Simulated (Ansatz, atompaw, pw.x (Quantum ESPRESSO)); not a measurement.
pw.x on sc Ta: one setting changed

Potential: PAW, atompaw 4.2.0.5, PBE; core [Kr] 4d10 4f14, reference 5s2 5p6 5d3.5 6s1.5 6p0; waves: 5s (bound): rc 1.50 bohr; 6s (bound): rc 3.00 bohr; 5p (bound): rc 2.00 bohr; 6p (bound, empty): rc 2.30 bohr; 5d (bound): rc 3.00 bohr; 5d channel at 4.55 Ry: rc 3.00 bohr; local part: troulliermartins scheme with l = 3 at 0 Ry, radius 2.55 bohr; core correction: smooth core density matched at 2.60 bohr; augmentation: gaussian compensation charge, radius 2.85 bohr; PAW radius 3.00 bohr; waves and projectors: custom polynom gramschmidtortho.

The reference run (k-mesh 12³, cutoffs 45/450 Ry, Fermi–Dirac 0.01 Ry, mixing_beta 0.4, conv_thr 1e-9, no spin) gives 1.92 GPa at 20.376 Å³/atom, where all-electron LAPW gives 1.79 GPa. This run, with its own iteration cap, changes diagonalization to cg.

```
&control
  calculation='scf', prefix='x', pseudo_dir='./', outdir='./tmp', tstress=.true., disk_io='none'
/
&system
  ibrav=0, nat=1, ntyp=1, ecutwfc=45, ecutrho=450, nbnd=14,
  occupations='smearing', smearing='fd', degauss=0.01
/
&electrons
  conv_thr=1e-09, mixing_beta=0.4, electron_maxstep=50, diagonalization='cg'
/
ATOMIC_SPECIES
Ta 1.0 Ta.UPF
CELL_PARAMETERS angstrom
  2.73132247 0.00000000 0.00000000
  0.00000000 2.73132247 0.00000000
  0.00000000 0.00000000 2.73132247
ATOMIC_POSITIONS crystal
Ta 0.0000 0.0000 0.0000
K_POINTS automatic
12 12 12 0 0 0
```

```bash
pw.x < Ta.scf.in > Ta.scf.out
```

How does the run end?

It converges in 17 iterations; the free energy moves by +0.0 meV/atom and the pressure by -0.05 GPa. The result is that of the reference run.

```
Message from routine setup:
     using ibrav=0 with symmetry is DISCOURAGED, use correct ibrav instead
     lattice parameter (alat)  =       5.1615  a.u.
     unit-cell volume          =     137.5041 (a.u.)^3
     number of electrons       =        13.00
     number of Kohn-Sham states=           14
     kinetic-energy cutoff     =      45.0000  Ry
     charge density cutoff     =     450.0000  Ry
     scf convergence threshold =      1.0E-09
     Exchange-correlation= SLA PW PBX PBC
     number of k points=    84  Fermi-Dirac smearing, width (Ry)=  0.0100
     iteration #  1     ecut=    45.00 Ry     beta= 0.40
     c_bands:  2 eigenvalues not converged
     c_bands:  1 eigenvalues not converged
     c_bands:  1 eigenvalues not converged
     c_bands:  1 eigenvalues not converged
     c_bands:  1 eigenvalues not converged
     c_bands:  1 eigenvalues not converged
     [... 65 repeated lines left out ...]
     total energy              =    -727.01253472 Ry
     estimated scf accuracy    <       0.01250990 Ry
     iteration #  2     ecut=    45.00 Ry     beta= 0.40
     total energy              =    -727.06025295 Ry
     estimated scf accuracy    <       0.00921914 Ry
     iteration #  3     ecut=    45.00 Ry     beta= 0.40
     [... 4 repeated lines left out ...]
     total energy              =    -727.06838658 Ry
     estimated scf accuracy    <       0.00166622 Ry
     iteration #  4     ecut=    45.00 Ry     beta= 0.40
     [... 4 repeated lines left out ...]
     total energy              =    -727.07091962 Ry
     estimated scf accuracy    <       0.00011689 Ry
     iteration #  5     ecut=    45.00 Ry     beta= 0.40
     [... 20 repeated lines left out ...]
     total energy              =    -727.07111815 Ry
     estimated scf accuracy    <       0.00034228 Ry
     iteration #  6     ecut=    45.00 Ry     beta= 0.40
     [... 6 repeated lines left out ...]
     total energy              =    -727.07138755 Ry
     estimated scf accuracy    <       0.00003193 Ry
     [... 5 iterations left out ...]
     iteration # 12     ecut=    45.00 Ry     beta= 0.40
     total energy              =    -727.07146959 Ry
     estimated scf accuracy    <       0.00000001 Ry
     iteration # 13     ecut=    45.00 Ry     beta= 0.40
     [... 1 repeated lines left out ...]
     total energy              =    -727.07146968 Ry
     estimated scf accuracy    <       0.00000001 Ry
     iteration # 14     ecut=    45.00 Ry     beta= 0.40
     total energy              =    -727.07146968 Ry
     estimated scf accuracy    <          9.3E-09 Ry
     iteration # 15     ecut=    45.00 Ry     beta= 0.40
     total energy              =    -727.07146967 Ry
     estimated scf accuracy    <          3.4E-09 Ry
     iteration # 16     ecut=    45.00 Ry     beta= 0.40
     total energy              =    -727.07146968 Ry
     estimated scf accuracy    <          1.3E-09 Ry
     iteration # 17     ecut=    45.00 Ry     beta= 0.40
     the Fermi energy is    15.4927 ev
!    total energy              =    -727.07146968 Ry
     estimated scf accuracy    <          1.9E-10 Ry
     smearing contrib. (-TS)   =      -0.00370883 Ry
     convergence has been achieved in  17 iterations
          total   stress  (Ry/bohr**3)                   (kbar)     P=       18.74
     Message from routine punch:
     Nothing written, as per user request (disk_io='none')
```

The run took about 29 s on one core of a shared host (AMD EPYC 9R14, 96 threads, 740 GiB, load 35).
